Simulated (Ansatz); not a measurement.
**N: the band gap up the ladder of functionals**

One table from this session's results is given with a row withheld; the runs are named, their logs left out.

Code: Ansatz 0.2.0. PAW datasets, plane waves. Calculated at 0 K for a non-magnetic cell.

### Starting point

The cell was relaxed beforehand with r2SCAN+rVV10.

It is trigonal, R-3c (No. 167); a = 9.322 Å, c = 12.845 Å in the conventional setting, 20.14 Å³ an atom. Near N stand 1 N at 1.09 Å.

The structure in full:

```cif
data_structure
_symmetry_space_group_name_H-M 'R-3c:H'
_symmetry_Int_Tables_number 167
_cell_length_a 9.3217
_cell_length_b 9.3217
_cell_length_c 12.8445
_cell_angle_alpha 90.000
_cell_angle_beta 90.000
_cell_angle_gamma 120.000
_cell_volume 966.59
loop_
_atom_site_label
_atom_site_type_symbol
_atom_site_symmetry_multiplicity
_atom_site_Wyckoff_symbol
_atom_site_fract_x
_atom_site_fract_y
_atom_site_fract_z
_atom_site_occupancy
N1 N 36 f 0.45548 0.38897 0.10761 1
N2 N 12 c 0.33333 0.66667 0.62412 1
```

The first run:

input.yaml reads:

```yaml
crystal:
  lattice:
    - [4.6608689493, 2.6909539426, 4.2815158089]
    - [-4.6608689493, 2.6909539426, 4.2815158089]
    - [0.0, -5.3819078851, 4.2815158089]
  atoms:
    - { symbol: "N", position: [0.5630846865, 0.0410974677, 0.7186344374] }
    - { symbol: "N", position: [0.9589025323, 0.2813655626, 0.4369153135] }
    - { symbol: "N", position: [0.7186344374, 0.5630846865, 0.0410974677] }
    - { symbol: "N", position: [0.9574486019, 0.9574486019, 0.9574486019] }
    - { symbol: "N", position: [0.5410974677, 0.0630846865, 0.2186344374] }
    - { symbol: "N", position: [0.7813655626, 0.4589025323, 0.9369153135] }
    - { symbol: "N", position: [0.2813655626, 0.4369153135, 0.9589025323] }
    - { symbol: "N", position: [0.0425513981, 0.0425513981, 0.0425513981] }
    - { symbol: "N", position: [0.4589025323, 0.9369153135, 0.7813655626] }
    - { symbol: "N", position: [0.5425513981, 0.5425513981, 0.5425513981] }
    - { symbol: "N", position: [0.4369153135, 0.9589025323, 0.2813655626] }
    - { symbol: "N", position: [0.4574486019, 0.4574486019, 0.4574486019] }
    - { symbol: "N", position: [0.0410974677, 0.7186344374, 0.5630846865] }
    - { symbol: "N", position: [0.9369153135, 0.7813655626, 0.4589025323] }
    - { symbol: "N", position: [0.2186344374, 0.5410974677, 0.0630846865] }
    - { symbol: "N", position: [0.0630846865, 0.2186344374, 0.5410974677] }
kpoints:
  mp_grid: { grid: [4, 4, 4] }
  band_path:
    path:
      - [[0.0, 0.0, 0.0], [0.5, 0.5, 0.5], [0.5699876728581, 0.4300123271419, 0.5]]
      - [[0.5, -0.4300123271419, 0.4300123271419], [0.5, 7.692178389233e-17, 1.373911285395e-16], [0.0, 0.0, 0.0], [0.465006163571, -0.465006163571, 1.405241386178e-17]]
      - [[0.534993836429, 7.292768920137e-17, 0.465006163571], [0.5, 4.275270194154e-17, 0.5], [0.0, 0.0, 0.0]]
    npoints: 10
hamiltonian:
  xc: pbe
scf:
  occupations: { method: fermi_dirac, width: 0.02 }
  n_extra_bands: 8
output:
  forces: true
  stress: true
  eigenvalues: true
  write_density: true
  write_potential: true
  elf: true
  volumetric_format: npy
```

Steps of the session up to this table: PBE bands along the symmetry lines; r2SCAN; HSE06 at the same geometry; PBE0 at the same geometry.

One of the session's tables, all rows but one given; the rest of the session is left out.

| level | gap (eV) |
| --- | --- |
| PBE | ? |
| r2SCAN | 7.95 |
| HSE06 | 9.62 |
| PBE0 | 10.43 |

Q: Estimate the row for PBE from the others.

The run gave: gap (eV): 7.29. In the column «gap (eV)» it is the lowest.

Meshes: PBE 4×4×4, r2SCAN 4×4×4, HSE06 2×2×2, PBE0 2×2×2

What this shows: PBE gives the least gap, 7.29 eV, and PBE0 the largest, 10.43 eV. PBE reaches 76 % of the HSE06 value, and r2SCAN 83 %. PBE0 lies 0.80 eV above HSE06, which differs from it by screening the long-range exchange.

To keep in mind: Warnings in the runs' records: stress scf threshold loose, stress exchange threshold loose.
